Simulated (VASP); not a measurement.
## KTaO3: single point with PBEsol

The system is KTaO3.

```xyz
5
Lattice="3.9883 0.0000 0.0000 0.0000 3.9883 0.0000 0.0000 0.0000 3.9883" Properties=species:S:1:pos:R:3 pbc="T T T"
K     1.9942    1.9942    1.9942
Ta    0.0000    0.0000    0.0000
O     1.9942    0.0000    0.0000
O     0.0000    1.9942    0.0000
O     0.0000    0.0000    1.9942
```

| Item | Value |
| --- | --- |
| Program | VASP 6.6.1 |
| Task | single point |
| Functional | PBEsol |
| Potentials or basis | VASP PAW PBE potentials, release 64 (K_sv, Ta_pv, O) |
| Cutoff | 520 eV |
| k mesh | 4 × 4 × 4 |
| Occupations | gaussian, width 0.1 eV |
| Spin | no spin polarisation |

```yaml
Pressure: 0.3 GPa
Band_gap_on_the_k_mesh: 2.07 eV, indirect (least direct gap 2.69 eV)
```

Levels at points of the mesh, in eV from the valence-band top:
```csv
k point,band 16,band 17,band 18,band 19,band 20,band 21,band 22,band 23
"(0.00, 0.00, 0.00)",-1.07,-0.62,-0.62,-0.62,2.07,2.07,2.07,6.44
"(0.50, 0.00, 0.00)",-2.18,-1.55,-0.85,-0.85,2.23,4.97,4.97,6.77
"(0.50, 0.50, 0.00)",-1.67,-1.45,-1.45,-0.04,5.01,5.01,6.29,7.62
"(0.50, 0.50, 0.50)",-3.95,0.00,0.00,0.00,6.43,6.43,6.43,8.79
```

Run time: 12 s on 1 thread of Intel(R) Xeon(R) Platinum 8488C (Sapphire Rapids), on a shared host, peak memory 0.17 GiB.

Caveat: the PAW data sets were made with another functional, which shifts forces and pressure a little; spin-orbit coupling is left out, which moves the levels of the heavy elements. A k mesh can miss the band edges.
